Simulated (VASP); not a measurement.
Here is a VASP 6.6.1 calculation.

File INCAR:

```
ALGO     = Normal         # electronic algorithm
EDIFF    = 1E-6           # SCF threshold, eV
EDIFFG   = -0.01          # ionic threshold
ENCUT    = 600            # plane-wave cutoff, eV
GGA      = PE             # functional
IBRION   = 2              # ionic algorithm
ISIF     = 3              # what is computed and relaxed
ISMEAR   = 0              # smearing method
IVDW     = 12             # dispersion correction
LASPH    = True           # aspherical terms in the spheres
LCHARG   = False          # write CHGCAR
LREAL    = False          # projectors in reciprocal space
LWAVE    = False          # write WAVECAR
NELM     = 80             # most SCF steps
NSW      = 90             # ionic steps
PREC     = Accurate       # precision mode
SIGMA    = 0.03           # smearing width, eV
```

Contents of KPOINTS:

```
k-points
0
Gamma
  10 10 10
```

POSCAR

```
HgSe
1.0
    0.0000000000      3.0390000000      3.0390000000
    3.0390000000      0.0000000000      3.0390000000
    3.0390000000      3.0390000000      0.0000000000
Hg Se
1 1
Direct
    0.0000000000      0.0000000000      0.0000000000
    0.2500000000      0.2500000000      0.2500000000
```

Potentials or basis: VASP PAW PBE potentials, release 64 (Hg, Se).

Launch:

```sh
$ cat potpaw_PBE.64/Hg/POTCAR potpaw_PBE.64/Se/POTCAR > POTCAR
$ mpirun -np 1 vasp_std > vasp.out
```

Q: Predict the space group after relaxing (to 0.05 Å).

A: F-43m (No. 216).

Q: Predict the dispersion energy per atom.

A: -0.317 eV.

Q: Estimate the relaxed volume.

A: 29.55 Å³/atom.

Q: Predict the band gap on the k mesh.

A: None (metal or under the smearing width).

The path:
| step | energy change (eV) | largest force (eV/Å) | pressure (GPa) | volume (Å³) |
| --- | --- | --- | --- | --- |
| 1 | 0.0000 | 0.0000 | 2.87 | 56.13 |
| 2 | -0.0214 | 0.0000 | -0.93 | 60.31 |
| 3 | -0.0251 | 0.0000 | 0.01 | 59.09 |

Caveat: pairwise dispersion overbinds metals, which lowers pressure and volume. Spin-orbit coupling is left out, which matters for the levels of Hg.
